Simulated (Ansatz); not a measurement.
Zone-centre phonons of SnSe at 40 GPa: input and output

Theory: DFT PBEsol, scalar-relativistic, plane waves, PAW (Ansatz).

Launched with:
```bash
ansatz run input.yaml --threads 1 --pin off --max-ram 3072MiB --backend cpu --events-out ev --progress --plain --runs-dir out
```

Input (bare energies are in eV):
```yaml
crystal:
  lattice:
    - [0.0, 2.6525329866, 2.6525329866]
    - [2.6525329866, 0.0, 2.6525329866]
    - [2.6525329866, 2.6525329866, 0.0]
  atoms:
    - { symbol: Sn, position: [0.0, 0.0, 0.0] }
    - { symbol: Se, position: [0.5, 0.5, 0.5] }
basis:
  ecutwfc: 420
kpoints:
  mp_grid: { grid: [12, 12, 12] }
hamiltonian:
  xc: pbesol
scf:
  occupations: { method: gaussian, width: 0.01 }
output:
  eigenvalues: true
phonons:
  method: dfpt
  eigenvectors: true
```

The end of the output:
```
--- Phonons (Γ-DFPT): 2 representative perturbations + reference, on 163 of 1728 k-points (Σ response iterations 6) ---
  k mesh reduced under 8 symmetry operations, with k and −k counted as one. Each operation leaves every solved perturbation unchanged. A smaller set is not used because it would not reduce the number of displacements ...
  ASR residual: 4.940e-5 → 0.000e0 eV/Å²; symmetrization residual: 4.921e-6 eV/Å²
  ASR residual per site (eV/Å²): 4.94e-5 2.20e-5
  Γ frequencies (cm⁻¹): 0.00 0.00 0.00 189.81 189.81 189.81
  non-analytic LO–TO correction: not included (Born effective charges unavailable; polar crystals: no LO–TO splitting at Γ)
```

The run took 18 s on 1 thread of Intel(R) Xeon(R) 6975P-C (Granite Rapids), on a shared host, peak memory 0.71 GiB.

In a metal, frequencies and elastic constants depend on the k mesh and the smearing, soft modes and shear constants most. Spin–orbit coupling is left out, which matters for heavy elements. Other phases may be more stable at this pressure. A semilocal functional can close a gap that the real compound has.

This rock-salt form isn't the usual stable structure of the compound at low pressure.